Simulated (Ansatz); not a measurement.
N started on an O site next to an O vacancy in α-quartz SiO2, 71 atoms, charge 0

Level of theory: DFT, PBEsol, PAW, plane waves in Ansatz.

Command:

```sh
ansatz run in.yaml --threads 8 --pin off --max-ram 118750MiB --runs-dir r --events-out ev --progress --plain --backend cuda --devices 0, --max-vram 170GiB
```

The input less its lattice and atoms (starting moments on atoms near the defect: 3 μB in all):

```yaml
crystal:
  symmetry: { detect: false }
kpoints:
  mp_grid: { grid: [1, 1, 1], shift: [0.25, 0.25, 0.25] }
hamiltonian:
  xc: pbesol
magnetization:
  spin_polarized: true
scf:
  occupations: { method: fermi_dirac, width: 0.01 }
relax:
  f_tol: 0.03
  max_steps: 80
  escape_saddle: false
  adjacent_minimum: "off"
output:
  forces: true
  eigenvalues: true
  populations: true
```

Start:

```xyz
71
Lattice="9.9016 0.0000 0.0000 -4.9508 8.5751 0.0000 0.0000 0.0000 10.8859" Properties=species:S:1:pos:R:3 pbc="T T T"
Si   -2.6098    8.5634    1.8050
Si   -2.6503    8.5536    7.2382
Si   -0.1263    4.3074    1.7905
Si   -0.1249    4.2823    7.2391
Si    2.3723    8.5680    1.7816
Si    7.2630    0.0220    7.2644
Si    4.8003    4.2792    1.8098
Si    4.8194    4.2904    7.2551
Si    8.7073    2.0239    3.6359
Si    8.7174    2.0169    9.0327
Si    6.2516    6.3179    3.6284
Si   -3.6187    6.2812    9.0832
Si    3.7747    1.9966    3.6245
Si    3.8221    2.0265    9.0870
Si    1.3153    6.2988    3.6200
Si    1.3380    6.3351    9.0453
Si    1.3565    2.2729   10.8839
Si    1.2488    2.2730    5.4694
Si   -1.1503    6.5703    0.0046
Si   -1.1506    6.5669    5.4219
Si    6.2572    2.2699   10.8736
Si    6.2632    2.2694    5.4214
Si    3.7861    6.5516    0.0078
Si    3.7944    6.5663    5.4618
O     1.3421    1.1382    1.1485
O     1.3722    1.1543    6.5992
O    -1.0680    5.4418    1.1644
O    -1.0952    5.4417    6.6134
O     6.3581    1.1686    1.1783
O     6.3606    1.1438    6.6072
O     3.8373    5.4360    1.2067
O     3.8473    5.4303    6.6269
O     3.2434    0.6168    2.9515
O     3.2733    0.6238    8.4061
O     0.8150    4.9074    2.9999
O     0.8217    4.9060    8.4484
O     8.2218    0.6185    2.9889
O     8.2481    0.6361    8.4363
O     5.7139    4.8754    2.9695
O     5.7649    4.8830    8.3890
O     2.7773    2.5224   10.2441
O     0.2657    6.8414    4.7685
O     0.3203    6.7957   10.2637
O     7.6876    2.5093    4.8010
O     7.7611    2.5075   10.2381
O     5.2285    6.8176    4.7900
O     5.2812    6.8278   10.2349
O     0.2927    1.7689    4.2531
O     0.2971    1.7656    9.7160
O    -2.2020    6.0815    4.2509
O    -2.1892    6.0414    9.7074
O     5.2416    1.8025    4.2687
O     5.2433    1.7584    9.7281
O     2.7531    6.0711    4.2962
O     2.7605    6.0494    9.7401
O    -1.0826    3.1721    2.4895
O    -1.1120    3.1434    7.8846
O    -3.5527    7.4286    2.4318
O    -3.5693    7.4384    7.9091
O     3.8686    3.1578    2.4684
O     3.8870    3.1376    7.9199
O     1.3967    7.4189    2.4922
O     1.4047    7.4379    7.8709
O     0.8179    3.6744    0.6587
O    -1.7044    7.9519    0.6540
O    -1.6745    7.9402    6.1272
O     5.7507    3.6311    0.6522
O     5.7836    3.6379    6.0750
O     3.2658    7.9742    0.6839
O     3.3077    7.9634    6.0617
N     2.7903    2.5317    4.8217
```

Steps:

| step | energy less the first (eV) | largest force component (eV/Å) |
| --- | --- | --- |
| start | 0.000 | 3.059 |
| 1 | -1.098 | 1.868 |
| 2 | -1.766 | 1.339 |
| 3 | -1.967 | 0.399 |
| 4 | -1.997 | 0.240 |
| 5 | -2.005 | 0.099 |
| 6 | -2.006 | 0.044 |
| 7 | -2.007 | 0.012 |

End:

```
Si O N
1.0
     9.90164    0.00000    0.00000
    -4.95082    8.57507    0.00000
     0.00000    0.00000   10.88588
Si O N
24 46 1
Direct
  0.23539 0.99691 0.16664
  0.23771 0.99382 0.67033
  0.23918 0.50066 0.16709
  0.24297 0.47063 0.65187
  0.74435 0.00680 0.16487
  0.73480 0.99971 0.66716
  0.73261 0.50229 0.16720
  0.73194 0.50253 0.66787
  0.99833 0.24116 0.33643
  0.99929 0.23526 0.83257
  0.99913 0.73340 0.33365
  0.99703 0.73636 0.83586
  0.49186 0.24273 0.33704
  0.50087 0.23439 0.83407
  0.50655 0.74294 0.32902
  0.49737 0.72438 0.82485
  0.26243 0.26055 0.00013
  0.26366 0.28350 0.52013
  0.26498 0.76222 0.99805
  0.26620 0.75368 0.49545
  0.77037 0.27250 0.99966
  0.75499 0.26460 0.50271
  0.76233 0.76553 0.00017
  0.76844 0.76964 0.50056
  0.20168 0.12532 0.10372
  0.21938 0.13209 0.60734
  0.20889 0.63161 0.10545
  0.22023 0.60227 0.58007
  0.71877 0.14364 0.10837
  0.70559 0.13372 0.60937
  0.70319 0.63647 0.10955
  0.70628 0.63800 0.60808
  0.35914 0.07827 0.27788
  0.37206 0.06922 0.77519
  0.37286 0.57779 0.27273
  0.37620 0.56009 0.75855
  0.87570 0.07587 0.27286
  0.86073 0.07178 0.77828
  0.86113 0.57199 0.27640
  0.86355 0.57547 0.77492
  0.42446 0.28976 0.94029
  0.43252 0.80696 0.43042
  0.41779 0.77929 0.92944
  0.91118 0.29602 0.43241
  0.93203 0.30395 0.93672
  0.92975 0.79544 0.44119
  0.92522 0.79317 0.94410
  0.13090 0.22615 0.41196
  0.13069 0.20479 0.89379
  0.13141 0.70241 0.39198
  0.12970 0.70666 0.89472
  0.61400 0.20235 0.40377
  0.63671 0.21009 0.89419
  0.63752 0.71422 0.39321
  0.63232 0.70366 0.89182
  0.07747 0.37036 0.22869
  0.07629 0.35972 0.72109
  0.07271 0.86083 0.22386
  0.07168 0.87138 0.73157
  0.56973 0.36534 0.22382
  0.57013 0.36732 0.72743
  0.58054 0.87198 0.22088
  0.57196 0.85970 0.72052
  0.29477 0.42277 0.06208
  0.30112 0.92524 0.06277
  0.28556 0.90204 0.57239
  0.79429 0.43305 0.05924
  0.79145 0.42878 0.56274
  0.79654 0.93157 0.05551
  0.80077 0.93336 0.56013
  0.43583 0.32756 0.44827
```

Self-consistency was reached.

Time: 8.4 s of wall time on one NVIDIA GB200 with 8 processor threads, on a host shared with other runs; peak host memory 1.8 GiB.

Task: How much energy did the relaxation gain, and which atom moved most?

Result: 2.01 eV in 7 steps, from a start with small random displacements; atom 28 (O) moved 0.50 Å, the median atom 0.07 Å (drift of the whole cell removed).

The moment started at 3 μB and ended at 1.0 μB; no other spin state is shown. The one k point has no symmetry partners, which can distort the end along one axis.
